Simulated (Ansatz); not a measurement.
# SrO: what symmetry allows forces and stress to be

```
CELL_PARAMETERS angstrom
3.41663 0.00000 0.00000
-1.70831 2.95889 0.00000
0.00000 0.00000 6.07145
ATOMIC_POSITIONS crystal
Sr 0.33333 0.66667 0.25000
Sr 0.66667 0.33333 0.75000
O 0.00000 0.00000 0.00682
O 0.00000 0.00000 0.49318
```

Theory: DFT PBEsol, scalar-relativistic, plane waves, PAW in Ansatz.

Settings: cutoff 420 eV, Γ-centred mesh 9×9×6 on the computed 4-atom cell, Gaussian smearing of 0.02 eV; no spin polarisation.

This distorted cell has space group P-6m2, with 12 operations.

Problem. Without a calculation: in which directions can each atom feel a force?

Solution. A force must be left unchanged by every operation that keeps its atom in place, so it lies in the space that those operations leave fixed. Atoms that the group maps onto each other feel forces of one size.
| atom | site symmetry | operations at the site | equivalent to atom | allowed force (Cartesian) |
| --- | --- | --- | --- | --- |
| Sr1 | -6m2 | 12 | 1 | none |
| Sr2 | -6m2 | 12 | 2 | none |
| O3 | 3m. | 6 | 3 | along (0.00, 0.00, 1.00) |
| O4 | 3m. | 6 | 3 | along (0.00, 0.00, 1.00) |

That leaves 1 independent force component of 12. A relaxation in this cell that keeps the symmetry moves the atoms in these directions alone.

Problem. And the stress tensor?

Solution. It must be invariant under the point group, which leaves 2 independent components: yz, xz, xy vanish; xx = yy.

Problem. Do the computed values obey this?

Solution. Yes. Forces (eV/Å):
```
Sr1  0.000  0.000  0.000
Sr2  0.000  0.000  0.000
O3   0.000  0.000 -0.635
O4   0.000  0.000  0.635
```

Stress (GPa, compression positive, xx yy zz yz xz xy): 8.45 8.45 6.46 0.00 0.00 0.00. The program imposes the same operations on density, forces and stress, so this confirms the analysis and is no independent test of the calculation.

This form isn't the usual stable structure of the compound.